## How far does a many-body correction move each level of silicon?

A PBE calculation gives silicon a gap that is too small. One remedy is to correct each level with a many-body self-energy, at far greater cost. If every empty level rose by the same amount and the filled levels kept their spacing, a single number would repair the whole band structure. The question here is how far that holds, and whether the correction at one crystal momentum can be forecast from the corrections at others.

### One potential for all, or one response for each

In the starting PBE calculation every electron moves in the same local exchange-correlation potential, whether its level is filled or empty. A real added electron pushes the others aside and travels with the screening cloud that results. It also exchanges with the filled states, and this exchange, weakened by screening, depends on how its orbital overlaps with theirs. Filled states gain more from it than empty ones, so the correction pulls the two groups apart and the gap opens.

The screening cloud has a second effect. Part of the electron's identity goes into exciting the others, and only a share of it remains in the sharp level that one calls a quasiparticle. This share is the weight $Z$.

Both effects appear in the expression for the corrected level,

$$E_{\text{corrected}} \approx E_{\text{start}} + Z\,\langle \Sigma(E_{\text{start}}) - v_{xc}\rangle , \qquad Z=\frac{1}{1-\partial\Sigma/\partial E}.$$

Here $\Sigma$ is the self-energy, $v_{xc}$ is the PBE exchange-correlation potential, and the brackets denote the average over the orbital. A weight of 0.75 means a slope $\partial\Sigma/\partial E$ of $1-1/0.75$, or about $-0.33$.

VASP 6.6.1, one-shot G0W0 on PBE levels for diamond-structure silicon (2-atom cell), with the PAW potential Si_GW and no spin-orbit coupling. The k mesh is 5×5×5, the plane-wave cutoff 500 eV and the response-function cutoff 100 eV, with 139 bands and 48 frequency points. Each column of levels counts from its own highest filled level.

| row | state k a (reciprocal cell vector) | state k b (reciprocal cell vector) | state k c (reciprocal cell vector) | state band | state start level (eV) | state corrected level (eV) | state weight z |
| --- | --- | --- | --- | --- | --- | --- | --- |
| 1 | ? | ? | ? | top filled | ? | ? | ? |
| 2 | ? | ? | ? | first empty | ? | ? | ? |
| 3 | ? | ? | ? | top filled | ? | ? | ? |
| 4 | ? | ? | ? | first empty | ? | ? | ? |
| 5 | 0.400 | 0.000 | 0.000 | top filled | -1.123 | -1.165 | 0.747 |
| 6 | 0.400 | 0.000 | 0.000 | first empty | 1.589 | 2.163 | 0.762 |
| 7 | 0.200 | 0.200 | 0.000 | top filled | -1.480 | -1.525 | 0.745 |
| 8 | 0.200 | 0.200 | 0.000 | first empty | 1.459 | 1.958 | 0.763 |
| 9 | 0.400 | 0.200 | 0.000 | top filled | -1.986 | -2.058 | 0.741 |
| 10 | 0.400 | 0.200 | 0.000 | first empty | 1.772 | 2.262 | 0.764 |
| 11 | -0.400 | 0.200 | 0.000 | top filled | -1.706 | -1.770 | 0.743 |
| 12 | -0.400 | 0.200 | 0.000 | first empty | 2.050 | 2.568 | 0.762 |
| 13 | -0.200 | 0.200 | 0.000 | top filled | -0.843 | -0.870 | 0.751 |
| 14 | -0.200 | 0.200 | 0.000 | first empty | 2.871 | 3.471 | 0.751 |
| 15 | 0.400 | 0.400 | 0.000 | top filled | -2.681 | -2.780 | 0.733 |
| 16 | 0.400 | 0.400 | 0.000 | first empty | 0.586 | 1.022 | 0.771 |
| 17 | -0.400 | 0.400 | 0.000 | top filled | -2.563 | -2.660 | 0.734 |
| 18 | -0.400 | 0.400 | 0.000 | first empty | 1.034 | 1.482 | 0.770 |
| 19 | -0.400 | 0.400 | 0.200 | top filled | -2.974 | -3.066 | 0.732 |
| 20 | -0.400 | 0.400 | 0.200 | first empty | 3.386 | 3.911 | 0.750 |

The "state k" columns give the crystal momentum as fractions of the reciprocal cell vectors. The start level is the PBE value and the corrected level is the G0W0 value. Each of these two columns counts from its own highest filled level, so a "rise" below always means a rise relative to the valence top.

### What the known rows say

The lowest empty level, in row 16, rises by 0.436 eV, and this is the opening of the gap on this mesh. Row 14 rises by 0.600 eV. A rigid shift is therefore a fair first picture with an error that matters. The starting energy does not settle the difference either: row 6 starts below row 10, yet it rises by 0.084 eV more. The weight is not the cause, since it is almost equal in these two rows. Theory points to the shape of the orbital, which sets both averages in the formula, that of $\Sigma$ and that of $v_{xc}$; the correction follows their difference. The table shows the uneven rise but not the orbitals.

The known filled levels behave more simply. They sink by about 3.5 % of their depth below the valence top, so the upper valence band is slightly stretched.

The weight falls on moving away from the gap in either direction, with one tiny exception at row 10. Theory offers a reason: the self-energy has strong structure roughly one plasmon energy away from the bands. A level that moves deeper or higher comes closer to this structure, where the slope of $\Sigma$ is steeper and $Z$ is smaller.

### Forecasts for the four open rows

A mesh with five divisions contains the zone centre $\Gamma$ and the point (0.2, 0, 0). Neither appears among the known rows, so they must be the two open points. Silicon has its valence top at $\Gamma$, which makes row 1 zero in both level columns by definition. That row tests nothing but its weight.

Row 2 can be deduced. The calculation also reports its smallest direct gap, 2.552 eV before the correction and 3.149 eV after it, and no known pair of levels has so small a starting gap. It must belong to one of the two open points, and it is taken here to be that of $\Gamma$, where the filled level is the zero of energy. The first empty level there should rise by 3.149 − 2.552 = 0.597 eV. This is bookkeeping, not a blind forecast.

Row 3 should follow the stretch of the other filled levels and sink by about 3.5 % of its depth. If it lies no deeper than row 5, that is at most 0.04 eV, with an uncertainty of 0.01 eV. The test is weak, because the expected shift is at most four times its error bar.

Row 4 is the real test. Its point lies midway between $\Gamma$ and the point of row 6, on a straight line through the zone. If the orbital changes gradually along this line, the rise should be close to the mean of the two ends. Row 6 rises by 2.163 − 1.589 = 0.574 eV, so

$$\text{rise of row 4} \approx \frac{0.597+0.574}{2}\ \text{eV} \approx 0.59\ \text{eV}.$$

The same rule can be tried where the answer is known. Row 8 lies midway between $\Gamma$ and row 16, and the rule overshoots its rise by only 0.02 eV. Row 14 lies midway between $\Gamma$ and row 18, and there the rule falls short by 0.08 eV. The root mean square of these two misses gives the error bar, so the forecast is 0.59 ± 0.06 eV.

For the weights, straight lines with a common slope were fitted to the known filled and empty rows. The levels of rows 3 and 4 could only be placed roughly: between those of their neighbours, but nearer to those at $\Gamma$, because the bands start out flat there. The forecasts for rows 1 to 4 are 0.757, 0.756, 0.754 and 0.757, each within 0.004.

The withheld rows as computed:

| row | state k a (reciprocal cell vector) | state k b (reciprocal cell vector) | state k c (reciprocal cell vector) | state band | state start level (eV) | state corrected level (eV) | state weight z |
| --- | --- | --- | --- | --- | --- | --- | --- |
| 1 | 0.000 | 0.000 | 0.000 | top filled | 0.000 | 0.000 | 0.754 |
| 2 | 0.000 | 0.000 | 0.000 | first empty | 2.552 | 3.149 | 0.753 |
| 3 | 0.200 | 0.000 | 0.000 | top filled | -0.577 | -0.588 | 0.752 |
| 4 | 0.200 | 0.000 | 0.000 | first empty | 2.190 | 2.783 | 0.756 |

### Hits and misses

Row 4 rises by 0.593 eV, less than 0.01 eV from the forecast. The error bar should not be narrowed on the strength of this one hit, since row 14 has shown how the rule can fail.

The starting levels suggest when to trust it. In rows 4 and 8 the start level lies between those of the two end points, as it would if a single band ran smoothly along the line. In row 14 it lies above both ends, so the lowest empty band climbs and then descends on the way. Its orbital probably changes character there, and a mean of the end points then misses the state in between. This reading fits three rows and has not been checked against the orbitals themselves.

Simpler rules do worse on row 4. The mean rise of the known empty levels is 0.51 eV, about 0.08 eV too low. A straight line in the starting energy, fitted to the same levels, gives 0.53 eV and is still 0.07 eV short. For this state, its neighbours in momentum are a better guide than levels of similar energy.

Row 3 sinks by 0.011 eV, whereas 3.5 % of its actual depth would be 0.020 eV. The forecast holds within its error bar, but as a percentage it is poor: the stretch of this one level is only about half of what the deeper levels suggest. A difference of this size is too fine to interpret in a calculation whose bands, cutoffs and mesh are not converged. Rows 1 and 2 come out as deduced.

All four weights fall inside their ranges, and all four lie slightly below the forecast, by 0.001 to 0.003. The straight lines catch the decline away from the gap but run a little too high for rows 1, 2 and 4. For row 3 the miss comes mostly from its guessed level, which was placed too close to the valence top. The printed analysis after the text gives the fits. It uses the computed starting levels of rows 3 and 4 in place of the rough guesses, so its misses for these two weights differ slightly from those given here.

### What this means for a quick correction

It is tempting to compute the correction at the gap alone and to lift every empty level by that amount. In this table the gap opens by 0.436 eV, and every other empty level rises by more, up to 0.600 eV. Such a shortcut repairs the gap on the mesh and leaves higher empty levels up to 0.16 eV too low. That may be acceptable for a carrier density, which depends on the band edge, and less so for an optical spectrum, which draws on direct transitions throughout the zone. The mesh also passes slightly beside silicon's true conduction minimum, so even the corrected gap is not exactly the band-edge gap.

The same picture tells what to expect of diamond, which has the same structure and a much wider gap. Its electrons screen less, the exchange that separates filled from empty states is less weakened, and the correction to the gap is larger.

Printed output of the fit:

```
fit of shift on 16 rows: coefficient of fillev 0.03499 +/- 0.0053, coefficient of emp 0.4336 +/- 0.025, coefficient of emplev 0.04212 +/- 0.013; rms 0.0275, worst 6 -0.0735, leave-one-out rms 0.041
  rows outside the fit (model, value, miss): 1 0, 0, 0; 2 0.5411, 0.597, -0.0559; 3 -0.02019, -0.011, -0.00919; 4 0.5259, 0.593, -0.0671
fit of state_weight_z on 16 rows: constant 0.7571 +/- 0.0011, coefficient of emp 0.02023 +/- 0.00076, coefficient of depth -0.008532 +/- 0.00048; rms 0.00137, worst 12 -0.00214, leave-one-out rms 0.0017
  rows outside the fit (model, value, miss): 1 0.7571, 0.754, 0.00313; 2 0.7556, 0.753, 0.00258; 3 0.7522, 0.752, 0.000204; 4 0.7587, 0.756, 0.00267
Largest miss of the stretch on visible filled rows, eV: 0.01206
Rms miss of the energy line on visible empty rows, eV: 0.03839
Rigid shift: mean rise of visible empty rows, eV: 0.5112
Smallest rise of a visible empty row (row 16), eV: 0.436
Largest rise of a visible empty row (row 14), eV: 0.6
Rise of row 6 less rise of row 10, eV: 0.084
Midpoint rule tried on row 8, prediction less value, eV: 0.01745
Midpoint rule tried on row 14, prediction less value, eV: -0.07755
Error bar from these two trials, eV: 0.05621
Row 2 rise deduced from the run summary, eV: 0.5969
Row 2 deduced rise less computed rise, eV: -0.0001
Row 4 forecast rise by the midpoint rule, eV: 0.5855
Row 4 forecast corrected level, eV: 2.775
Row 4 computed rise, eV: 0.593
Row 4 forecast less computed, eV: -0.00755
Row 3 forecast corrected level, eV: -0.5972
```
